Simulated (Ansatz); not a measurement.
## A series in volume ratio on ZrC

Plane-wave density functional theory, PAW datasets, Gaussian smearing 0.05 eV: equation of state, the given cell scaled in volume with shape and atoms relaxed at each volume. The results are calculated, by Ansatz 0.2.0.

The cell before it is scaled or strained (space group P-6m2, No. 187):
```
cell vectors (Å)
   3.2695     0.0000     0.0000
  -1.6348     2.8315     0.0000
   0.0000     0.0000     2.9397
atoms (fractions of the cell vectors)
Zr  0.00000  0.00000  0.00000
C   0.66670  0.33330  0.50000
```

Settings of every row: paw set soft_2; functional PBE; spin treatment none; moment partition spheres; spin axis none; wave cutoff 420 eV; k mesh 12x12x12; symmetry use detected.

Atom hubbard u: 0 on all atoms.

Limits: the cell comes from a prototype or a list of computed structures and needn't be the stable phase.

| row | volume ratio | V (Å³/atom) | pressure (GPa) | energy above given cell (meV per atom) |
| --- | --- | --- | --- | --- |
| 1 | 0.945 | 12.859 | 11.578 | 25.94 |
| 2 | 0.96 | 13.063 | 8.15 | 13.37 |
| 3 | 0.98 | 13.335 | 3.88 | 3.21 |
| 4 | 1 | 13.608 | 0 | 0 |
| 5 | 1.02 | 13.88 | -3.5 | 3.04 |
| 6 | 1.04 | 14.152 | ? | ? |
| 7 | 1.07 | 14.56 | -10.872 | 34.19 |
| 8 | 1.1 | 14.968 | -14.53 | 66.62 |

Question: what pressure and energy above given cell should row 6 give?

Worked fit of pressure. Take u = (V_r/V)^(2/3) − 1 with V_r = 13.608 Å³ an atom, which is twice the finite (Eulerian) strain; such expansions in the strain, on which the Birch-Murnaghan equation of state is built, carry the rest volume and the bulk modulus. The shown rows have u = 0.03846, 0.02762, 0.0136, 0, -0.01311, -0.04408, -0.06153. Least squares give pressure = 0.0123 + 276.004 × u + 647.84 × u² GPa; a straight line predicts inner rows, each left out in turn, worse (root mean square 0.61 against 0.022 GPa). The rows lie off it by -0.008, 0.020, -0.006, -0.012, -0.005, 0.023, -0.012 (root mean square 0.014 GPa). The pressure vanishes at u = -0.0000, or V = 13.61 Å³ an atom, and there the bulk modulus with shape and atoms relaxed is B = −V dP/dV = (2/3)(1 + u) dP/du = 184 GPa. The withheld row has u = -0.02579, so the fit gives 0.0123 + 276.004 × (-0.02579) + 647.84 × (-0.02579)² = -6.675 GPa.

The calculation gave -6.668 GPa. The fit lies 0.007 GPa (0.027 % of the column's range) below it; its largest miss of a shown row is 0.023 GPa.

Worked fit of energy above given cell. Take u = (V_r/V)^(2/3) − 1 with V_r = 13.608 Å³ an atom, which is twice the finite (Eulerian) strain; such expansions in the strain, on which the Birch-Murnaghan equation of state is built, carry the rest volume and the bulk modulus. The shown rows have u = 0.03846, 0.02762, 0.0136, 0, -0.01311, -0.04408, -0.06153. Least squares give energy above given cell = −0.007 − 1.31 × u + 17575.9 × u² meV per atom; a straight line predicts inner rows, each left out in turn, worse (root mean square 16 against 0.015 meV per atom). The rows lie off it by 0.00, 0.01, -0.02, 0.01, 0.01, -0.01, 0.01. Its lowest point lies at u = 0.0000, or V = 13.61 Å³ an atom, and the curvature there gives the bulk modulus with shape and atoms relaxed, B = (4/9)(1 + u)² E″(u)/V = 184 GPa. The withheld row has u = -0.02579, so the fit gives −0.007 − 1.31 × (-0.02579) + 17575.9 × (-0.02579)² = 11.72 meV per atom.

The calculation gave 11.73 meV per atom. The fit lies 0.01 meV per atom (0.015 % of the column's range) below it, one unit of the last digit.
